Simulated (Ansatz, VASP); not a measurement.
**One calculation of ZnSe, two programs**

```xyz
2
Lattice="0.0000 2.5535 2.5535 2.5535 0.0000 2.5535 2.5535 2.5535 0.0000" Properties=species:S:1:pos:R:3 pbc="T T T"
Zn    0.0000    0.0000    0.0000
Se    2.5535    2.5535    2.5535
```

Change from the starting cell: volume scaled by 0.94, PAW files.

Alike in both runs: task single point; functional LDA; k mesh 13 × 13 × 13; occupations fermi-dirac, width 0.1 eV; no spin polarisation.

```csv
,VASP,Ansatz
version,VASP 6.6.1,Ansatz 0.2.0
potentials or method,"VASP PAW LDA potentials, release 64 (Zn, Se)","PAW with Ansatz's default frozen-core files, scalar-relativistic"
plane-wave cutoff (eV),520,420
valence electrons in the cell,18,28
```

VASP gave:

```
pressure (GPa) : 7.0
```

Task: Which values does Ansatz return?

Result: Pressure (GPa): 6.4.

The two sets of potentials don't hold the same shells in valence.
